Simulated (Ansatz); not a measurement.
The same path of a periodic cell of 17 atoms, Li (surface Li(110), adsorbate Li) was run twice with different band settings.

Computed with DFT PBE, scalar-relativistic, plane waves, PAW (Ansatz 0.2.0). Settings: cutoff 420 eV, k mesh 4x4x1, fermi-dirac smearing 0.05 eV, no spin polarisation.

Relaxed end points:

```xyz
17
Lattice="6.9800 0.0000 0.0000 3.4900 4.9356 0.0000 0.0000 0.0000 20.4034" Properties=species:S:1:pos:R:3
Li 0.000 2.468 1.000
Li 3.490 2.468 1.000
Li 1.745 4.936 1.000
Li 5.235 4.936 1.000
Li -0.015 -0.011 3.256
Li 3.504 -0.013 3.269
Li 1.745 2.448 3.281
Li 5.234 2.468 3.331
Li 0.065 2.472 5.728
Li 3.422 2.466 5.730
Li 1.758 4.998 5.579
Li 5.222 4.902 5.541
Li 0.031 -0.095 7.873
Li 3.464 -0.088 7.829
Li 1.738 2.381 8.339
Li 5.235 2.343 8.137
Li 5.304 4.632 10.202
```

```xyz
17
Lattice="6.9800 0.0000 0.0000 3.4900 4.9356 0.0000 0.0000 0.0000 20.4034" Properties=species:S:1:pos:R:3
Li 0.000 2.468 1.000
Li 3.490 2.468 1.000
Li 1.745 4.936 1.000
Li 5.235 4.936 1.000
Li -0.001 0.000 3.331
Li 3.490 -0.020 3.281
Li 1.759 2.455 3.269
Li 5.220 2.456 3.256
Li -0.013 2.434 5.541
Li 3.503 2.530 5.579
Li 1.677 4.933 5.730
Li 5.300 4.940 5.728
Li 0.000 -0.125 8.137
Li 3.483 -0.087 8.339
Li 1.719 2.379 7.829
Li 5.266 2.373 7.873
Li 7.049 2.165 10.202
```

Common settings: climbing image yes; spring 5.0 eV/Å²; optimiser quadratic models (default); end points relaxed; atoms held 1 to 4.

| run | movable images | start path | force threshold | iteration limit |
| --- | --- | --- | --- | --- |
| 1 | 5 | straight line | 0.03 eV/Å | 58 |
| 2 | 3 | default | 0.2 eV/Å | 50 |

Question: What does each run give, and how far can it be trusted?

Answer: Run 1: converged after 6 iterations, highest image 0.018 eV above the first end. A structure lower than the last end lies on the path between it and the top, so the climb from that side starts below the end, which may itself be a saddle point or a shallow side well. By the program's own check the climbing image is of a kind that is not told: the force calls were inconclusive, a negative curvature could not be distinguished from the path's own, the only one lies far off the path, or fixed occupations may fill a level only in part (lowest curvatures found: -0.08 and -0.03 eV/Å²).
Run 2: converged after 4 iterations, highest image 0.019 eV above the first end. The threshold of 0.2 eV/Å is loose, so the images may lie well off the minimum-energy path. The order of the stationary point at the top wasn't checked.
Limits of this set-up: coarse k mesh, thin slab, slab without dipole correction.
